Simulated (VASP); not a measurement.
A run of VASP 6.6.1 is set up as follows.

Contents of INCAR:

```
PREC = Accurate
ENCUT = 520
EDIFF = 1E-6
ISMEAR = 0
SIGMA = 0.05
LREAL = False
LASPH = True
NELM = 120
ALGO = Fast
ISIF = 2
LWAVE = False
LCHARG = False
ISPIN = 2
MAGMOM = 4 4 0 0
LORBIT = 11
LMAXMIX = 4
GGA = PS
NBANDS = 31
```

File KPOINTS:

```
Automatic mesh
0
Gamma
  6 6 4
```

Contents of POSCAR:

```
MnO
1.0
    3.3717001900      0.0000000000      0.0000000000
   -1.6858500900      2.9199780200      0.0000000000
    0.0000000000      0.0000000000      5.3854988200
Mn O
2 2
Direct
    0.3333333333      0.6666666667      0.0109600000
    0.6666666667      0.3333333333      0.5109600000
    0.3333333333      0.6666666667      0.3754700000
    0.6666666667      0.3333333333      0.8754700000
```

Potentials or basis: VASP PAW PBE potentials, release 64 (Mn_pv, O).

Launch:

```bash
$ cat potpaw_PBE.64/Mn_pv/POTCAR potpaw_PBE.64/O/POTCAR > POTCAR
$ mpirun -np 1 vasp_std > vasp.out
```

**Question.** What does it give for the net moment?

**Answer.** 9.99 μB per cell.

**Question.** Predict the band gap on the k mesh.

**Answer.** None (metal or under the smearing width).

Stress tensor (GPa, compression positive):
```
-1.23  0.00  0.00
 0.00 -1.23  0.00
 0.00  0.00  6.25
```

Caveat: the PAW data sets were made with another functional, which shifts forces and pressure a little; semilocal functionals often make such compounds metallic where correlation or magnetic order opens a gap, which also shifts bond lengths. With open d or f shells a metallic result of PBEsol can be an artefact of self-interaction; +U or a hybrid may open a gap.
